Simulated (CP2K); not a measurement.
Ge under changes of volume

One of the cells (18.524 Å³/atom); the others are scaled copies at fixed shape and fractional positions:

```
Ge
1.0
     3.89984    0.00000    0.00000
    -2.89838    2.60924    0.00000
    -0.50073   -1.30462    3.64088
Ge
2
Direct
  0.50000 0.50000 0.00000
  0.25000 0.75000 0.50000
```

This isn't the form of Ge at room conditions, which is diamond.

```yaml
Program: CP2K 2026.2
Functional: PBE
Potentials_or_basis: POTENTIAL_UZH Ge GTH-PBE-q4; TZVP-MOLOPT-PBE-GTH basis
Density_cutoff: 6123 eV
k_mesh: 11 × 11 × 11
Occupations: fermi-dirac, width 0.05 eV
Spin: no spin polarisation
```

```tsv
volume (Å³/atom)	energy over the lowest point (meV/atom)	pressure (GPa)
17.413	64.48	10.5
17.783	42.95	8.2
18.154	?	?
18.524	14.10	4.4
18.895	5.88	2.7
19.265	1.28	1.2
19.636	0.00	-0.1
```

Task: What does the run at 18.154 Å³/atom give?

Result: Energy over the lowest point 26.32 meV/atom; pressure 6.2 GPa.

Worked out: A Birch-Murnaghan fit of order 3 (a polynomial in V^(-2/3)) to the other rows has its minimum at 19.61 Å³/atom with B0 = V·E''(V) = 69 GPa and B' = 4.2 at fixed shape and positions, which overstates the stiffness. It gives 26.29 meV/atom at 18.154 Å³/atom, against the run's 26.32, and -dE/dV = 6.2 GPa, against 6.2.

Energies are extrapolated to zero smearing.

Caveats: the basis of atomic orbitals isn't converged, which shifts pressures, moduli and gaps.
